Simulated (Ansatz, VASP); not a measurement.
# TiC in VASP and in Ansatz

```
Ti C
1.0
     0.00000    2.08696    2.08696
     2.08696    0.00000    2.08696
     2.08696    2.08696    0.00000
Ti C
1 1
Direct
  0.00000 0.00000 0.00000
  0.50000 0.50000 0.50000
```

Change from the starting cell: volume scaled by 0.94, LAPW.

Alike in both runs: task single point; functional LDA; k mesh 17 × 17 × 17; occupations fermi-dirac, width 0.08 eV; no spin polarisation.

|  | VASP | Ansatz |
| --- | --- | --- |
| version | VASP 6.6.1 | Ansatz 0.2.0 |
| potentials or method | VASP PAW LDA potentials, release 64 (Ti_sv, C), cutoff 520 eV | all-electron LAPW, scalar-relativistic |

```tsv
	VASP	Ansatz	Ansatz less VASP
pressure (GPa)	20.5	19.9	-0.59
```

Ansatz ran all-electron here, so the differences hold the error of VASP's frozen core and of both bases.

Caveats: so large a pressure means that the cell lies far from this level's equilibrium, or that cutoff or potentials fall short (VASP).
